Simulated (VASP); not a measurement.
# TePb (Fm-3m) in VASP: further runs

The runs below take TePb through single point, with PBE.

All numbers are computed with VASP 6.6.1; they aren't measurements. Logs are shortened: lines on timing, memory, paths and dates and some standing lists are left out, and cuts for length are marked.

**The experiment to reproduce.**

From a printed reference work, monograph, for a bulk crystal of TePb at 4.2 K: band gap 0.19 eV (direct).

The runs below are set against these values where they give the same quantity.

### Step 1. The cell of the first run

The structure is cubic, space group Fm-3m (No. 225). The conventional cell has a = 6.438 Å, b = 6.438 Å, c = 6.438 Å, α = 90.00°, β = 90.00°, γ = 90.00°. Te (site symmetry m-3m) has 6 Pb at 3.22 Å within 4.2 Å. Within 4.2 Å of Pb (site symmetry m-3m) lie 6 Te at 3.22 Å.

### Step 2. Single point, PBE (volume scaled by 0.94)

File INCAR:

```
SYSTEM = TePb
PREC = Accurate
ENCUT = 520
EDIFF = 1E-6
ISMEAR = 0
SIGMA = 0.02
LREAL = .False.
LASPH = .True.
NELM = 80
ALGO = Normal
ISIF = 2
LWAVE = .False.
LCHARG = .False.
GGA = PE
NBANDS = 17
```

File KPOINTS:

```
Automatic mesh
0
Gamma
  8 8 8
  0 0 0
```

File POSCAR:

```
TePb
1.0
    0.0000000000      3.2189696440      3.2189696440
    3.2189696440      0.0000000000      3.2189696440
    3.2189696440      3.2189696440      0.0000000000
Te Pb
1 1
Direct
    0.5000000000      0.5000000000      0.5000000000
    0.0000000000      0.0000000000      0.0000000000
```

Potentials or basis: VASP PAW PBE potentials, release 64 (Te, Pb_d).

Run with:

```sh
$ cat potpaw_PBE.64/Te/POTCAR potpaw_PBE.64/Pb_d/POTCAR > POTCAR
$ mpirun -np 1 vasp_std > vasp.out
```

OUTCAR:

```text
SYSTEM = TePb
   PREC = Accurate
   ENCUT = 520
   EDIFF = 1E-6
   ISMEAR = 0
   LREAL = .False.
   LASPH = .True.
   NELM = 80
   ISIF = 2
   GGA = PE

 ion  position               nearest neighbor table
   1  0.500  0.500  0.500-   2 3.22   2 3.22   2 3.22   2 3.22   2 3.22   2 3.22
   2  0.000  0.000  0.000-   1 3.22   1 3.22   1 3.22   1 3.22   1 3.22   1 3.22

  LATTYP: Found a face centered cubic cell.
 ALAT       =     6.4379392880

  Lattice vectors:

 A1 = (   0.0000000000,   3.2189696440,   3.2189696440)
 A2 = (   3.2189696440,   0.0000000000,   3.2189696440)
 A3 = (   3.2189696440,   3.2189696440,   0.0000000000)

Analysis of symmetry for initial positions (statically):
=====================================================================
 Subroutine PRICEL returns:
 Original cell was already a primitive cell.

 Routine SETGRP: Setting up the symmetry group for a
 face centered cubic supercell.

 Subroutine GETGRP returns: Found 48 space group operations
 (whereof 48 operations were pure point group operations)
 out of a pool of 48 trial point group operations.

The static configuration has the point symmetry O_h .

Analysis of symmetry for dynamics (positions and initial velocities):
=====================================================================
 Subroutine PRICEL returns:
 Original cell was already a primitive cell.

 Routine SETGRP: Setting up the symmetry group for a
 face centered cubic supercell.

 Subroutine GETGRP returns: Found 48 space group operations
 (whereof 48 operations were pure point group operations)
 out of a pool of 48 trial point group operations.

The dynamic configuration has the point symmetry O_h .

 Subroutine INISYM returns: Found 48 space group operations
 (whereof 48 operations are pure point group operations),
 and found     1 'primitive' translations

----------------------------------------------------------------------------------------

                                     Primitive cell

  volume of cell :      66.7084

  direct lattice vectors                    reciprocal lattice vectors
     0.000000000  3.218969644  3.218969644    -0.155329206  0.155329206  0.155329206
     3.218969644  0.000000000  3.218969644     0.155329206 -0.155329206  0.155329206
     3.218969644  3.218969644  0.000000000     0.155329206  0.155329206 -0.155329206

  length of vectors
     4.552310527  4.552310527  4.552310527     0.269038077  0.269038077  0.269038077

  position of ions in fractional coordinates (direct lattice)
[... 74 lines left out ...]
   LNONCOLLINEAR =      F non collinear calculations
   LSORBIT =      F    spin-orbit coupling
   LASPH  =      T    aspherical Exc in radial PAW
   ENCUT  =  520.0 eV  38.22 Ry    6.18 a.u.   8.46  8.46  8.46*2*pi/ulx,y,z
   NELM   =     80;   NELMIN=  2; NELMDL= -5     # of ELM steps
   EDIFF  = 0.1E-05   stopping-criterion for ELM
   LREAL  =      F    real-space projection
   EDIFFG = 0.1E-04   stopping-criterion for IOM
   NSW    =      0    number of steps for IOM
   IBRION =     -1    ionic relax: 0-MD 1-quasi-New 2-CG
   NFREE  =      0    steps in history (QN), initial steepest desc. (CG)
   ISIF   =      2    stress and relaxation
   ISYM   =      2    0-nonsym 1-usesym 2-fastsym
   POTIM  = 0.5000    time-step for ionic-motion
   TEBEG  =    0.0;   TEEND  =   0.0 temperature during run
   PSTRESS=    0.0 pullay stress
   NELECT =      20.0000    total number of electrons
   NUPDOWN=      -1.0000    fix difference up-down
   EMIN   =  10.00;   EMAX   =-10.00  energy-range for DOS
   EFERMI =   0.00;   METHOD = LEGACY
   ISMEAR =     0;   SIGMA  =   0.02  broadening in eV -4-tet -1-fermi 0-gaus
   EFERMI_NEDOS =   21; number of points for ismear=-14 and -15
   IALGO  =     38    algorithm
   IMIX   =      4    mixing-type and parameters
     AMIX     =   0.40;   BMIX     =  1.00
     AMIX_MAG =   1.60;   BMIX_MAG =  1.00
  volume/ion in A,a.u.               =      33.35       225.09
  Fermi-wavevector in a.u.,A,eV,Ry     =   1.095699  2.070571 16.334561  1.200556
  Thomas-Fermi vector in A             =   2.232027
   LORBIT       =      0    0 simple, 1 ext, 2 COOP (PROOUT), +10 PAW based schemes
   GGA     = PE    functional components
   LHFCALC =     F    Hartree Fock is set to
   AEXX    =    0.0000 exact exchange contribution
   IVDW    =     0    specifies the selected vdW correction
   LEPSILON=     F    determine dielectric tensor
   LRPA    =     F    only Hartree local field effects (RPA)
 non-spin polarized calculation
 Gauss-broadening in eV      SIGMA  =   0.02
  energy-cutoff  :      520.00
  volume of cell :       66.71
 maximum number of plane-waves:      1814
 NGX is ok and might be reduce to    36
   NGX = 17   NGY = 17   NGZ = 17

 number of electron      20.0000001 magnetization

 Free energy of the ion-electron system (eV)
  ---------------------------------------------------
  ext. energy  EPLUGINS =         0.00000000
  ---------------------------------------------------
  free energy    TOTEN  =        -7.48996803 eV

  energy without entropy =       -7.48996803  energy(sigma->0) =       -7.48996803

 E-fermi :   5.9117     XC(G=0):  -9.3509

 val. band max:        5.7744403283   @ k =   0.5000   0.0000   0.0000
 cond. band min:       6.4855353189   @ k =   0.5000   0.0000   0.0000
 fundamental gap:      0.7110949906
 Fermi energy:         5.9117143182

 k-point     1 :       0.0000    0.0000    0.0000
  band No.  band energies     occupation
      1     -10.9691      2.00000
      2     -10.9691      2.00000
      3     -10.9591      2.00000
      4     -10.9591      2.00000
      5     -10.9591      2.00000
      6      -6.3423      2.00000
[... 457 lines left out ...]
      4     -10.9467      2.00000
      5     -10.9382      2.00000
      6      -4.6793      2.00000
[... 9 lines left out ...]
     16      15.5778      0.00000
     17      15.8920      0.00000

 [... further k-points ...]
[... 5 lines left out ...]
  --------------------------------------------------------------------------------------
  -------------------------------------------------------------------------------------
  Total        1.0910569      1.0910569      1.0910569     -0.0000000      0.0000000      0.0000000
  in kB       26.2045885     26.2045885     26.2045885     -0.0000000      0.0000000      0.0000000
  external PRESSURE =      26.2045885 kB  Pullay stress =       0.0000000 kB

 VOLUME and BASIS-vectors are now :
 -----------------------------------------------------------------------------
  energy-cutoff  :      520.00
  volume of cell :       66.71
      direct lattice vectors                 reciprocal lattice vectors
     0.000000000  3.218969644  3.218969644    -0.155329206  0.155329206  0.155329206
     3.218969644  0.000000000  3.218969644     0.155329206 -0.155329206  0.155329206
     3.218969644  3.218969644  0.000000000     0.155329206  0.155329206 -0.155329206

 POSITION                                       TOTAL-FORCE (eV/Angst)
 -----------------------------------------------------------------------------------
      3.21897      3.21897      3.21897        -0.000000      0.000000     -0.000000
      0.00000      0.00000      0.00000         0.000000      0.000000      0.000000
 -----------------------------------------------------------------------------------
    total drift:                               -0.000000      0.000000      0.000000

  FREE ENERGIE OF THE ION-ELECTRON SYSTEM (eV)
  ---------------------------------------------------
  free  energy   TOTEN  =        -7.4899680305 eV

  energy  without entropy=       -7.4899680305  energy(sigma->0) =       -7.48996803
```

stdout:

```text
POSCAR found type information on POSCAR TePb
 POSCAR found :  2 types and       2 ions
 scaLAPACK will be used
 LDA part: xc-table for (Slater+PW92), standard interpolation
 POSCAR, INCAR and KPOINTS ok, starting setup
 FFT: planning ... GRIDC
 FFT: planning ... GRID_SOFT
 FFT: planning ... GRID
 WAVECAR not read
 entering main loop
```

It took 12 s on 1 thread of Intel Xeon 6975P-C (Granite Rapids), shared host; peak memory 0.22 GiB.

Results:

| Quantity | Value |
| --- | --- |
| Free energy | -7.4900 eV |
| Pressure | 2.6 GPa |
| Band gap on the k mesh | 0.71 eV, direct |

Caveat: the cell differs from its parent crystal (volume scaled by 0.94); spin-orbit coupling is left out, which moves the levels of the heavy elements. A k mesh can miss the band edges.

### Step 3. Single point, PBE (volume scaled by 0.97)

File INCAR:

```
PREC = Accurate
ENCUT = 520
EDIFF = 1E-6
ISMEAR = 0
SIGMA = 0.02
LREAL = False
LASPH = True
NELM = 100
ALGO = Normal
ISIF = 2
LWAVE = False
LCHARG = False
GGA = PE
NBANDS = 17
```

File KPOINTS:

```
Automatic mesh
0
Gamma
  8 8 8
```

File POSCAR:

```
TePb
1.0
    0.0000000000      3.2528560252      3.2528560252
    3.2528560252      0.0000000000      3.2528560252
    3.2528560252      3.2528560252      0.0000000000
Te Pb
1 1
Direct
    0.5000000000      0.5000000000      0.5000000000
    0.0000000000      0.0000000000      0.0000000000
```

Potentials or basis: VASP PAW PBE potentials, release 64 (Te, Pb_d).

Run with:

```sh
$ cat potpaw_PBE.64/Te/POTCAR potpaw_PBE.64/Pb_d/POTCAR > POTCAR
$ mpirun -np 1 vasp_std > vasp.out
```

It took 12 s on 1 thread of Intel Xeon 6975P-C (Granite Rapids), shared host; peak memory 0.21 GiB.

The run converged. Its results:

```
Free energy            : -7.5155 eV
Pressure               : 1.1 GPa
Band gap on the k mesh : 0.78 eV, direct
```

Levels at points of the mesh, in eV from the valence-band top:
```tsv
k point	band 7	band 8	band 9	band 10	band 11	band 12	band 13	band 14
(0.00, 0.00, 0.00)	-5.64	-1.27	-1.27	-1.27	4.06	4.06	4.06	5.85
(0.50, 0.00, 0.00)	-8.48	-0.82	-0.82	0.00	0.78	1.33	1.33	8.37
(0.50, 0.50, 0.00)	-7.26	-4.34	-2.68	-2.68	3.38	5.41	5.41	6.60
```

Caveat: the cell differs from its parent crystal (volume scaled by 0.97); spin-orbit coupling is left out, which moves the levels of the heavy elements.

### Step 4. Single point, PBE

This run uses another cell than the first one, of 35.48 Å³/atom, 1.064 times its volume.

File INCAR:

```
SYSTEM = TePb
ALGO = Normal
EDIFF = 1E-7
ENCUT = 520
GGA = PE
ISIF = 2
ISMEAR = 0
LASPH = .TRUE.
LCHARG = .TRUE.
LELF = .TRUE.
LREAL = .FALSE.
LVHAR = .TRUE.
LWAVE = .FALSE.
NBANDS = 17
NELM = 60
PREC = Accurate
SIGMA = 0.02
```

File KPOINTS:

```
k-points
0
G
  8 8 8
  0 0 0
```

File POSCAR:

```
TePb
1.0
    0.0000000000      3.2860507263      3.2860507263
    3.2860507263      0.0000000000      3.2860507263
    3.2860507263      3.2860507263      0.0000000000
Te Pb
1 1
Direct
    0.5000000000      0.5000000000      0.5000000000
    0.0000000000      0.0000000000      0.0000000000
```

Run with:

```sh
$ cat potpaw_PBE.64/Te/POTCAR potpaw_PBE.64/Pb_d/POTCAR > POTCAR
$ mpirun -np 1 vasp_std > vasp.out
```

It took 15 s on 1 thread of Intel Xeon 6975P-C (Granite Rapids), shared host; peak memory 0.21 GiB.

It converged, with:

```yaml
Free_energy: -7.5230 eV
Pressure: -0.1 GPa
Band_gap_on_the_k_mesh: 0.83 eV, direct
```

Levels at points of the mesh, in eV from the valence-band top:
| k point | band 8 | band 9 | band 10 | band 11 | band 12 | band 13 |
| --- | --- | --- | --- | --- | --- | --- |
| (0.00, 0.00, 0.00) | -1.15 | -1.15 | -1.15 | 4.02 | 4.02 | 4.02 |
| (0.50, 0.00, 0.00) | -0.73 | -0.73 | 0.00 | 0.83 | 1.40 | 1.40 |
| (0.50, 0.50, 0.00) | -4.10 | -2.51 | -2.51 | 3.51 | 5.30 | 5.30 |

Caveat: spin-orbit coupling is left out, which moves the levels of the heavy elements.

### Step 5. Single point, PBE

This run uses another cell than the first one, of 35.48 Å³/atom, 1.064 times its volume.

File INCAR:

```
PREC = Accurate
ENCUT = 520
EDIFF = 1E-6
ISMEAR = 0
SIGMA = 0.02
LREAL = F
LASPH = T
NELM = 60
ALGO = Normal
ISIF = 2
LWAVE = F
LCHARG = F
GGA = PE
NBANDS = 17
```

File KPOINTS:

```
regular mesh
0
Gamma
  8 8 8
```

POSCAR is that of step 4.

Run with:

```sh
$ cat potpaw_PBE.64/Te/POTCAR potpaw_PBE.64/Pb_d/POTCAR > POTCAR
$ mpirun -np 1 vasp_std > vasp.out
```

Wall time 12 s (1 thread of Intel Xeon 6975P-C (Granite Rapids), shared host); peak memory 0.22 GiB.

It converged, with:

```
Free energy            : -7.5230 eV
Pressure               : -0.1 GPa
Band gap on the k mesh : 0.83 eV, direct
```

Levels at points of the mesh, in eV from the valence-band top:
```tsv
k point	band 7	band 8	band 9	band 10	band 11	band 12	band 13	band 14
(0.00, 0.00, 0.00)	-5.71	-1.15	-1.15	-1.15	4.03	4.03	4.03	5.92
(0.50, 0.00, 0.00)	-8.33	-0.73	-0.73	0.00	0.83	1.40	1.40	8.34
(0.50, 0.50, 0.00)	-7.21	-4.10	-2.51	-2.51	3.52	5.30	5.30	6.43
```

Caveat: spin-orbit coupling is left out, which moves the levels of the heavy elements.

### Step 6. The runs side by side

```csv
cell,gap on the mesh (eV),pressure (GPa)
"a = 4.552 Å, angles 60.0°, 2 atoms",0.71,2.6
"a = 4.600 Å, angles 60.0°, 2 atoms",0.78,1.1
"a = 4.647 Å, angles 60.0°, 2 atoms",0.83,-0.1
```

Alike in all rows: task single point; level PBE; potentials or basis VASP PAW PBE potentials, release 64 (Te, Pb_d); no spin polarisation; k mesh 8 × 8 × 8; cutoff (eV) 520; smearing gaussian 0.02 eV.

Caveats: spin-orbit coupling is left out, which moves the levels of the heavy elements.

Absolute energies hang on the potentials; compare differences alone.

### Step 7. Comparison with measurements

Step 4. Measured gap of TePb: 0.19 eV (direct; 4.2 K; a printed reference work, monograph). This calculation gives 0.83 eV (+0.64 eV). Spin-orbit coupling on Pb, Te is left out. The value is that of PBE on a finite k mesh, which can miss the band edges, without temperature or zero-point motion.

Step 5. A measured gap of TePb is 0.19 eV (direct; 4.2 K; a printed reference work, monograph); the calculated 0.83 eV misses it by +0.64 eV. Spin-orbit coupling on Pb, Te is left out. The value is that of PBE on a finite k mesh, which can miss the band edges, without temperature or zero-point motion.
